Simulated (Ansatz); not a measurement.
Crystal: Sb.

```xyz
1
Lattice="3.0282 0.0000 0.0000 0.0000 3.0282 0.0000 0.0000 0.0000 3.0282" Properties=species:S:1:pos:R:3 pbc="T T T"
Sb    0.0000    0.0000    0.0000
```

This isn't the form of Sb at room conditions, which is rhombohedral.

The cell isn't the ideal one: volume scaled by 0.88.

| Item | Value |
| --- | --- |
| Program | Ansatz 0.2.0 |
| Task | relaxation of cell and atoms |
| Functional | m-r2SCAN |
| Potentials or basis | SG15 NC |
| Cutoff | 816 eV |
| Density cutoff | 3265 eV |
| k mesh | 8 × 8 × 8 |
| Occupations | fermi-dirac, width 0.05 eV |
| Spin | collinear spin, ferromagnetic start |
| Starting moments | [0.5] μB |

At the start: volume 27.77 Å³/atom.

Where does the relaxation end?

It ends after 5 steps and the volume is 28.94 Å³/atom (+4.2 %); space group Pm-3m (No. 221, to 0.05 Å); moment 0.00 μB per cell.

Step by step:
```
step  energy change (eV)  largest force (eV/Å)  volume (Å³)
   1              0.0000                0.0000        27.77
   2             -0.0037                0.0000        29.92
   3             -0.0102                0.0000        29.01
   4             -0.0103                0.0000        28.94
   5             -0.0105                0.0000        28.94
```

Final structure:
```
Sb
1.0
     3.07023    0.00000    0.00000
     0.00000    3.07023    0.00000
     0.00000    0.00000    3.07023
Sb
1
Direct
  0.00000 0.00000 0.00000
```

Caveat: the plane-wave basis is chosen anew once the cell has moved, so the energies of steps on either side of that aren't comparable; the potentials were made for another functional, which shifts forces and pressure; the starting moments weren't kept.
